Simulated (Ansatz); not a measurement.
Crystal: Re.

```xyz
4
Lattice="2.7664 0.0000 0.0000 -1.3832 2.3958 0.0000 0.0000 0.0000 8.9388" Properties=species:S:1:pos:R:3 pbc="T T T"
Re    1.3832    0.7986    6.7041
Re    0.0000    0.0000    4.4694
Re    0.0000    1.5972    2.2347
Re    0.0000    0.0000    0.0000
```

| Quantity | Value |
| --- | --- |
| Program | Ansatz 0.2.0 |
| Task | relaxation of cell and atoms |
| Functional | RPBE |
| Dispersion | D4 |
| Potentials or basis | Ansatz PAW |
| Cutoff | 420 eV (not typed: the program's choice for these potentials) |
| k mesh | 11 × 11 × 3 |
| Occupations | fermi-dirac, width 0.05 eV |
| Spin | no spin polarisation |

At the start: volume 14.81 Å³/atom.

How do energy, volume and symmetry change on relaxing?

It ends after 4 steps and the volume is 14.59 Å³/atom (-1.5 %); space group P6_3/mmc (No. 194, to 0.05 Å).

The path:
```csv
step,energy change (eV),largest force (eV/Å),volume (Å³)
1,0.0000,0.0000,59.24
2,-0.0162,0.0000,58.43
3,-0.0163,0.0000,58.37
4,-0.0154,0.0000,58.37
```

Final structure:
```
Re
1.0
     2.75170    0.00000    0.00000
    -1.37585    2.38305    0.00000
     0.00000    0.00000    8.90141
Re
4
Direct
  0.66667 0.33333 0.75000
  0.00000 0.00000 0.50000
  0.33333 0.66667 0.25000
  0.00000 0.00000 0.00000
```

Caveat: the plane-wave basis is chosen anew once the cell has moved, so the energies of steps on either side of that aren't comparable; the PAW data sets come from PBE, with cores solved anew for the run's functional, which leaves a small shift of forces and pressure.
